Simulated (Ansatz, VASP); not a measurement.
## Ag: VASP beside Ansatz

```
CELL_PARAMETERS angstrom
-1.47617 1.47617 2.05873
1.47617 -1.47617 2.05873
1.47617 1.47617 -2.05873
ATOMIC_POSITIONS crystal
Ag 0.00000 0.00000 0.00000
```

Alike in both runs: functional PBE; k mesh 8 × 8 × 8; occupations gaussian, width 0.1 eV; no spin polarisation.

Ansatz relaxed the structure, and its values are those at the end. VASP's run is a single point on that final structure, the one shown.

|  | VASP | Ansatz |
| --- | --- | --- |
| version | VASP 6.6.1 | Ansatz 0.2.0 |
| potentials or method | VASP PAW PBE potentials, release 64 (Ag) | scalar-relativistic, plane waves, PAW |
| plane-wave cutoff (eV) | 520 | 420 |
| valence electrons in the cell | 11 | 19 |

|  | VASP | Ansatz | Ansatz less VASP |
| --- | --- | --- | --- |
| gap on the k mesh at the Fermi level (eV) | none | none | - |
| pressure (GPa) | -0.1 | 0.0 | +0.10 |

A gap of «none» marks a metal or a gap that the smearing closes. The two sets of potentials don't hold the same shells in valence.

Caveats: the k mesh is coarse (spacing up to 0.38 Å⁻¹), so the values aren't converged.
